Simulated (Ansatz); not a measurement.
Step by step: In, relaxation of cell and atoms

Method: DFT, PBE, PAW with Ansatz's default frozen-core files, scalar-relativistic (Ansatz 0.2.0).

Command: `ansatz run input.yaml --threads 1 --pin off --max-ram 2048MiB --backend cpu --events-out ev --progress --plain --runs-dir out` The run took 15 s on 1 thread of Arm Neoverse V1, on a shared host.

```yaml
crystal:
  lattice:
    - [0.0, 2.1394200102, 2.1394200102]
    - [2.1394200102, 0.0, 2.1394200102]
    - [2.1394200102, 2.1394200102, 0.0]
  atoms:
    - { symbol: In, position: [0.0, 0.0, 0.0] }
kpoints:
  mp_grid: { grid: [15, 15, 15] }
scf:
  occupations: { method: fermi_dirac, width: 0.05 }
hamiltonian:
  xc: pbe
  pseudopotentials: { kind: paw }
output:
  forces: true
  stress: true
relax:
  f_tol: 0.005
  max_steps: 80
  cell: {}
```

No spin–orbit coupling, which matters for the heavy atoms here.

The cell is built from the fcc type as a first guess.

The cutoff is 420 eV; energies and pressures of the walk include the program's estimate of the Pulay term.

Each frame lists the cell vectors (Å), then Cartesian positions (Å); symmetry keeps all forces zero. Free energies count from the first step, -5597.3496 eV.

The walk took 9 evaluations in all; steps that aren't listed are left out.

Step 1: E = 0.0 meV, P = 28.74 GPa

```
cell 0.0000 2.1394 2.1394 2.1394 0.0000 2.1394 2.1394 2.1394 0.0000
In    0.0000    0.0000    0.0000
```

Step 2: E = -355.3 meV, P = 11.36 GPa

```
cell 0.0000 2.2437 2.2437 2.2437 0.0000 2.2437 2.2437 2.2437 0.0000
In    0.0000    0.0000    0.0000
```

Step 3:

```
cell 0.0000 2.3240 2.3240 2.3240 0.0000 2.3240 2.3240 2.3240 0.0000
In    0.0000    0.0000    0.0000
```

Step 5: E = -491.5 meV, P = -0.04 GPa

```
cell 0.0000 2.3871 2.3871 2.3871 0.0000 2.3871 2.3871 2.3871 0.0000
In    0.0000    0.0000    0.0000
```

Step 6: E = -496.2 meV, P = 0.38 GPa (the cell of the step before, solved again on a basis chosen afresh, hence the jump)

**Question.** Give the energy, pressure of step 3.

**Answer.** E = -468.4 meV, P = 3.88 GPa
```
In    0.0000    0.0000    0.0000
```

**Question.** How does the relaxation end?

**Answer.** It converges, with a = 4.791 Å, b = 4.791 Å, c = 4.791 Å, α = 90.00°, β = 90.00°, γ = 90.00° (conventional cell, space group Fm-3m). The last solve (on a basis chosen afresh for the final cell, so its energy is not quite comparable) gives E = -496.5 meV, P = 0.00 GPa:
```
cell 0.0000 2.3956 2.3956 2.3956 0.0000 2.3956 2.3956 2.3956 0.0000
In    0.0000    0.0000    0.0000
```
